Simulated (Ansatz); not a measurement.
The system is Al2O3.

```xyz
10
Lattice="4.6138 0.0000 0.0000 0.0000 9.5633 0.0000 0.0000 0.0000 3.1199" Properties=species:S:1:pos:R:3 pbc="T T T"
Al    4.5352    7.8856    0.0000
Al    0.0785    1.6777    0.0000
Al    2.2283    6.4593    1.5599
Al    2.3854    3.1040    1.5599
O     2.3069    4.7816    1.5599
O     0.5704    7.2016    1.5599
O     1.7365    2.4200    0.0000
O     2.8773    7.1433    0.0000
O     0.0000    0.0000    0.0000
O     4.0434    2.3617    1.5599
```

Measurements of this composition are mostly on another form, of space group No. 167.

- Program: Ansatz 0.2.0
- Task: relaxation of cell and atoms
- Functional: revPBE
- Dispersion: D3(BJ)
- Potentials or basis: Ansatz PAW
- Cutoff: 420 eV (not typed: the program's choice for these potentials)
- k mesh: 6 × 3 × 9
- Occupations: fermi-dirac, width 0.05 eV
- Spin: no spin polarisation

At the start: volume 13.77 Å³/atom.

Question: Where does the relaxation end?

Answer: It ends after 18 steps and the volume is 12.67 Å³/atom (-8.0 %); space group Pnnm (No. 58, to 0.05 Å).

Step by step:
| step | energy change (eV) | largest force (eV/Å) | volume (Å³) |
| --- | --- | --- | --- |
| 1 | 0.0000 | 0.2134 | 137.66 |
| 2 | -0.0508 | 0.1309 | 137.49 |
| 3 | -0.0982 | 0.1605 | 138.19 |
| 4 | -0.1189 | 0.1014 | 138.09 |
| 5 | -0.1517 | 0.1729 | 138.75 |
| 6 | -0.1944 | 0.1743 | 136.91 |
| 7 | -0.2313 | 0.2123 | 134.22 |
| 8 | -0.2627 | 0.1650 | 127.14 |
| 9 | -0.2798 | 0.0888 | 127.12 |
| 10 | -0.2788 | 0.0379 | 127.92 |
| 11 | -0.2785 | 0.0135 | 128.07 |
| 12 | -0.2783 | 0.0002 | 128.12 |
| 13 | -0.2600 | 0.0007 | 128.12 |
| 14 | -0.2640 | 0.0069 | 127.20 |
| 15 | -0.2652 | 0.0015 | 126.84 |
| 16 | -0.2614 | 0.0015 | 126.84 |
| 17 | -0.2621 | 0.0016 | 126.65 |
| 18 | -0.2614 | 0.0015 | 126.65 |

Final structure:
```yaml
crystal:
  lattice:
    - [4.42625, 0.00000, 0.00000]
    - [0.00000, 9.48179, 0.00000]
    - [0.00000, 0.00000, 3.01781]
  atoms:
    - { symbol: Al, position: [0.15400, 0.83766, 0.00000] }
    - { symbol: Al, position: [0.84600, 0.16234, 0.00000] }
    - { symbol: Al, position: [0.65400, 0.66234, 0.50000] }
    - { symbol: Al, position: [0.34600, 0.33766, 0.50000] }
    - { symbol: O, position: [0.50000, 0.50000, 0.50000] }
    - { symbol: O, position: [0.35877, 0.79628, 0.50000] }
    - { symbol: O, position: [0.14123, 0.29628, 0.00000] }
    - { symbol: O, position: [0.85877, 0.70372, 0.00000] }
    - { symbol: O, position: [0.00000, 0.00000, 0.00000] }
    - { symbol: O, position: [0.64123, 0.20372, 0.50000] }
```

Caveat: the plane-wave basis is chosen anew once the cell has moved, so the energies of steps on either side of that aren't comparable; the pressure holds a Pulay correction of +0.5 GPa for the finite cutoff; the PAW data sets come from PBE, with cores solved anew for the run's functional, which leaves a small shift of forces and pressure.
